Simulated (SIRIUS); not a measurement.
Here is a SIRIUS 7.10.0 calculation.

Contents of sirius.json:

```json
{
  "control": {
    "processing_unit": "cpu",
    "verbosity": 2,
    "num_bands_to_print": 17,
    "print_forces": true,
    "print_stress": true
  },
  "parameters": {
    "electronic_structure_method": "pseudopotential",
    "xc_functionals": ["XC_GGA_X_PBE_SOL", "XC_GGA_C_PBE_SOL"],
    "gk_cutoff": 9.6,
    "pw_cutoff": 19.2,
    "ngridk": [13, 13, 13],
    "shiftk": [0, 0, 0],
    "smearing": "fermi_dirac",
    "smearing_width": 0.0018374661,
    "num_bands": 17,
    "num_mag_dims": 0,
    "num_dft_iter": 100,
    "energy_tol": 1e-08,
    "density_tol": 1e-06
  },
  "iterative_solver": {
    "type": "davidson",
    "min_tolerance": 1e-09,
    "tolerance_scale": [0.1, 0.25]
  },
  "mixer": {
    "type": "anderson",
    "beta": 0.7,
    "max_history": 8
  },
  "settings": {
    "tol_ne": 1e-10,
    "pseudo_grid_cutoff": 6.5
  },
  "unit_cell": {
    "lattice_vectors": [
      [-0.003372130863, 0.705935036215, 0.708268560207],
      [0.716626947523, -0.009455175041, 0.7143519975],
      [0.705767569702, 0.701158702573, 0.001404202779]
    ],
    "lattice_vectors_scale": 4.807070472,
    "atom_coordinate_units": "lattice",
    "atom_types": ["Cu"],
    "atom_files": {
      "Cu": "Cu.json"
    },
    "atoms": {
      "Cu": [
        [0.001456, -0.024293, 0.029321]
      ]
    }
  }
}
```

Potentials or basis: PseudoDojo 0.4.1 PBEsol standard (scalar relativistic).

Run with:

```bash
$ upf_to_json Cu.upf
$ OMP_NUM_THREADS=1 sirius.scf --input=sirius.json --output=out.json --task=0
```

Question: What does it give for the band gap on the k mesh?

Answer: None (metal or under the smearing width).

Question: Predict the pressure.

Answer: -6.8 GPa.

Stress tensor (GPa, compression positive):
```
-6.92  1.55 -0.77
 1.55 -6.60  0.54
-0.77  0.54 -7.00
```
